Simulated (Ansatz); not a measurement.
# LiCl: the cost of one run

Program: Ansatz 0.2.0. Level of theory: reference: DFT, HSE06, plane waves, PAW. These are calculated values, not measurements.

2 further runs of the same task are left out: 1 for a known fault of the program, 1 that didn't finish.

## (1) The starting structure

It takes space group P6_3/mmc (No. 194, hexagonal). Conventional cell: a = 3.575 Å, b = 3.575 Å, c = 6.024 Å, α = 90.00°, β = 90.00°, γ = 120.00°. Li (site symmetry -3m) has 6 Cl at 2.56 Å as nearest neighbours. Cl (site symmetry -6m2) has 6 Li at 2.56 Å as nearest neighbours.

As a file:

```cif
data_structure
_symmetry_space_group_name_H-M 'P6_3/mmc'
_symmetry_Int_Tables_number 194
_cell_length_a 3.5749
_cell_length_b 3.5749
_cell_length_c 6.0241
_cell_angle_alpha 90.000
_cell_angle_beta 90.000
_cell_angle_gamma 120.000
_cell_volume 66.67
loop_
_atom_site_label
_atom_site_type_symbol
_atom_site_symmetry_multiplicity
_atom_site_Wyckoff_symbol
_atom_site_fract_x
_atom_site_fract_y
_atom_site_fract_z
_atom_site_occupancy
Li1 Li 2 a 0.00000 0.00000 0.00000 1
Cl1 Cl 2 c 0.33333 0.66667 0.25000 1
```

## (2) Reference

Contents of input.yaml:

```yaml
crystal:
  lattice:
    - [3.5749486091, 0.0, 0.0]
    - [-1.7874743045, 3.0959963127, 0.0]
    - [0.0, 0.0, 6.0240820259]
  atoms:
    - { symbol: Li, position: [0.0, 0.0, 0.0] }
    - { symbol: Li, position: [0.0, 0.0, 0.5] }
    - { symbol: Cl, position: [0.3333333333, 0.6666666667, 0.25] }
    - { symbol: Cl, position: [0.6666666667, 0.3333333333, 0.75] }
kpoints:
  mp_grid: { grid: [6, 6, 2] }
hamiltonian:
  xc: hse06
scf:
  occupations: { method: fixed }
  n_extra_bands: 5
output:
  forces: true
  stress: true
  eigenvalues: true
```

Started as:

```sh
$ ansatz run input.yaml --threads 4 --pin off --max-ram 3686MiB --backend cpu --events-out ev --progress --plain --runs-dir out
```

**Question.** How long does this run take on 4 threads of Arm Neoverse N1, shared host, and how much memory does it need?

About 13 s, with a peak of 0.83 GiB.
